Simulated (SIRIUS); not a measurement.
Runs of SIRIUS 7.12.0 on MgS (Niningerite). The structure is cubic, space group Fm-3m (No. 225). Conventional cell: a = 5.203 Å, b = 5.203 Å, c = 5.203 Å, α = 90.00°, β = 90.00°, γ = 90.00°. S (site symmetry m-3m) is surrounded by 6 Mg at 2.60 Å. Mg (site symmetry m-3m) is surrounded by 6 S at 2.60 Å. 

```csv
task,level,potentials or basis,cell,k mesh,energy tol,density tol,mixer,mixing beta,max scf,gap on the mesh (eV),pressure (GPa),V0 of scaled cells (Å³/atom),relaxed volume (Å³/atom),B0 (GPa)
relaxation of cell and atoms,PBE,PseudoDojo 0.4.1 PBE standard (scalar relativistic),relaxed,5 × 5 × 5,1e-08 Ha,1e-06,anderson,0.7,100,3.15,0.0,-,17.91,-
single point,PBEsol,PseudoDojo 0.4.1 PBEsol standard (scalar relativistic),as given,9 × 9 × 9,1e-08 Ha,1e-06,anderson,0.7,100,2.83,-0.9,-,-,-
equation of state,PBEsol,PseudoDojo 0.4.1 PBEsol standard (scalar relativistic),as given,9 × 9 × 9,-,-,-,-,-,-,-,17.41,-,78
equation of state,PBE,PseudoDojo 0.4.1 PBE standard (scalar relativistic),as given,9 × 9 × 9,-,-,-,-,-,-,-,17.90,-,74
relaxation of cell and atoms,PBE+D3(BJ),PseudoDojo 0.4.1 PBE standard (scalar relativistic),relaxed,5 × 5 × 5,1e-08 Ha,1e-06,anderson,0.7,100,3.25,0.0,-,(a),-
single point,PBE,PseudoDojo 0.4.1 PBE standard (scalar relativistic),as given,9 × 9 × 9,1e-08 Ha,1e-06,anderson,0.7,100,2.92,(b),-,-,-
relaxation of cell and atoms,PBE+D4,PseudoDojo 0.4.1 PBE standard (scalar relativistic),relaxed,5 × 5 × 5,1e-08 Ha,1e-06,anderson,0.7,100,3.23,0.0,-,17.32,-
relaxation of cell and atoms,PBE+D3,PseudoDojo 0.4.1 PBE standard (scalar relativistic),relaxed,5 × 5 × 5,1e-08 Ha,1e-06,anderson,0.7,100,3.19,-0.2,-,17.60,-
```

Alike in all rows: no spin polarisation; cutoff (eV) 1152; smearing fermi-dirac 0.05 eV.

Estimate the missing entries.

(a) 17.15; (b) 1.2.

Caveats: an odd mesh through Γ misses points on the zone boundary, where band edges often lie (some runs).

Not every run made on this cell is shown here.
